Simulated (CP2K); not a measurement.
# CdSe in CP2K: convergence with eps default

Input of the first run (eps default 1.0E-6); the others differ in this setting and in those tied to it:

The input cdse_converge.inp:

```
&GLOBAL
  PROJECT cdse_converge
  RUN_TYPE ENERGY_FORCE
  PRINT_LEVEL LOW
&END GLOBAL
&FORCE_EVAL
  METHOD QS
  STRESS_TENSOR ANALYTICAL
  &DFT
    BASIS_SET_FILE_NAME BASIS_MOLOPT_UZH
    POTENTIAL_FILE_NAME GTH_POTENTIALS
    &MGRID
      CUTOFF 450
      REL_CUTOFF 60
      NGRIDS 5
    &END MGRID
    &QS
      METHOD GPW
      EPS_DEFAULT 1.0E-6
    &END QS
    &KPOINTS
      SCHEME MONKHORST-PACK 6 6 6
      GAMMA_CENTERED T
      SYMMETRY T
      SYMMETRY_BACKEND SPGLIB
    &END KPOINTS
    &SCF
      SCF_GUESS ATOMIC
      EPS_SCF 1.0E-6
      MAX_SCF 100
      ADDED_MOS 10
      CHOLESKY OFF
      EPS_EIGVAL 1.0E-7
      &DIAGONALIZATION ON
        ALGORITHM STANDARD
      &END DIAGONALIZATION
      &MIXING ON
        METHOD BROYDEN_MIXING
        ALPHA 0.4
        BETA 1.5
        NBUFFER 8
      &END MIXING
      &SMEAR ON
        METHOD FERMI_DIRAC
        ELECTRONIC_TEMPERATURE 580.23
      &END SMEAR
    &END SCF
    &XC
      &XC_FUNCTIONAL
        &LDA_X
        &END LDA_X
        &LDA_C_PW
        &END LDA_C_PW
      &END XC_FUNCTIONAL
    &END XC
    &PRINT
      &KPOINTS ON
      &END KPOINTS
      &MULLIKEN ON
      &END MULLIKEN
      &MO ON
        ENERGIES T
        OCCUPATION_NUMBERS T
        &EACH
          QS_SCF 0
        &END EACH
        ADD_LAST NUMERIC
      &END MO
    &END PRINT
  &END DFT
  &SUBSYS
    &CELL
      A 4.0643903813 0.0000000000 0.0000000000
      B 2.0321951906 3.5198653211 0.0000000000
      C 2.0321951906 1.1732884404 3.3185608499
      PERIODIC XYZ
    &END CELL
    &COORD
      Cd  0.0250671277 0.0031549726 -0.0168118293
      Se  4.0623459929 2.3506458451 1.6478413457
    &END COORD
    &KIND Cd
      BASIS_SET TZVP-MOLOPT-PBE-GTH-q12
      POTENTIAL GTH-PADE-q12
    &END KIND
    &KIND Se
      BASIS_SET TZVP-MOLOPT-PBE-GTH-q6
      POTENTIAL GTH-PADE-q6
    &END KIND
    &PRINT
      &ATOMIC_COORDINATES ON
      &END ATOMIC_COORDINATES
      &CELL ON
      &END CELL
    &END PRINT
  &END SUBSYS
  &PRINT
    &FORCES ON
    &END FORCES
    &STRESS_TENSOR ON
    &END STRESS_TENSOR
  &END PRINT
&END FORCE_EVAL
```

Potentials or basis: GTH_POTENTIALS Cd GTH-PADE-q12, Se GTH-PADE-q6; TZVP-MOLOPT-PBE-GTH basis.

Run with:

```console
$ OMP_NUM_THREADS=1 cp2k.psmp -i cdse_converge.inp -o cdse_converge.out
```

The cell isn't the ideal one: atoms moved at random, drawn with an rms of 0.02 Å.

The cell comes from a database or a generator and needn't be the stable form of this composition.

Hardware: 1 thread of Arm Neoverse V2, with other jobs on the host.

```
eps default  energy less the tightest run, at zero smearing (meV/atom)  SCF cycles  CPU time (s)  peak memory (GiB)
     1.0E-6                                                      -0.19          12            12               0.27
     1.0E-7                                                      -0.10          12            13               0.27
     1.0E-8                                                       0.03          12            15               0.28
     1.0E-9                                                       0.01          12            19               0.29
    1.0E-10                                                       0.00          12            22               0.29
    1.0E-11                                                       0.00          12            28                0.3
    1.0E-12                                                       0.00          12            30                0.3
```

Against the tightest run, the energy stays within 1 meV/atom from 1.0E-6 on. The tightest run that finished is the yardstick and may itself not be fully converged.
